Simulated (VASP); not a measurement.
Wanted: the native input for a VASP 6.6.1 run.

```
Task                   : single point
Functional             : PBE
Potentials or basis    : VASP PAW PBE potentials, release 64 (H)
Cutoff                 : 520 eV
k mesh                 : 2 × 2 × 2, shifted
Occupations            : fermi-dirac, width 0.1034 eV
Spin                   : no spin polarisation
Dipole correction      : no
Further INCAR settings : LREAL = Auto; ALGO = Normal; EDIFF = 1e-07; NBANDS = 22
```

The structure of H lies in POSCAR:

```
H
1.0
   -3.4275881103      3.4275881103     -4.1711245610
   -3.4275881103     -3.4275881103      4.1711245610
    3.4275881103      3.4275881103      4.1711245610
H
16
Direct
    0.6718315988      0.9713201156      0.9113861348
    0.1245919831      0.5149544444      1.1839134693
    4.4758152107      2.6551827124      2.0244444409
   -4.2642753533     -0.5162319434     -1.3861458315
    1.9330009286     -0.5001335149      0.1726795320
   -3.9020295233     -3.8431662848      0.9699123201
   -0.2185681231      1.8133531848      1.8847493072
    0.4526842054      1.1228066774      1.2136390616
   -2.4952831918     -0.1226282375     -3.1742186455
    1.2056241494      2.7238661733      0.5330930237
    2.4504572106      1.5857879883      0.1250967270
    0.1837509291      0.1663308555     -0.2767394467
    0.0851550684      0.0069342847      2.2824829355
    0.0488944396     -0.9987299902     -0.5571495111
    2.1950601291      1.9717924211      1.4221161066
    1.0532902099      0.4485609611      0.6707402240
```

One way to write it, as run:

INCAR

```
PREC = Accurate
ENCUT = 520
EDIFF = 1E-7
ISMEAR = -1
SIGMA = 0.1034
LREAL = Auto
LASPH = True
NELM = 100
ALGO = Normal
ISIF = 2
LWAVE = False
LCHARG = True
GGA = PE
LELF = True
LVHAR = True
NBANDS = 22
```

KPOINTS

```
Automatic mesh
0
Gamma
  2 2 2
  0.5 0.5 0.5
```

Potentials or basis: VASP PAW PBE potentials, release 64 (H).

Command:

```sh
$ cat potpaw_PBE.64/H/POTCAR > POTCAR
$ mpirun -np 1 vasp_std > vasp.out
```

It gave:

```yaml
Pressure: -7.7 GPa
Largest_force: 4.306 eV/Å
Band_gap_on_the_k_mesh: 0.42 eV, direct
```

Caveat: the k mesh is coarse (spacing up to 0.65 Å⁻¹), so the values aren't converged; forces of over 1 eV/Å show positions far from the minimum, so gaps and moduli don't describe the material at rest.

It took 24 s on 1 thread of Intel(R) Xeon(R) 6975P-C (Granite Rapids) (shared host), peak memory 0.29 GiB.
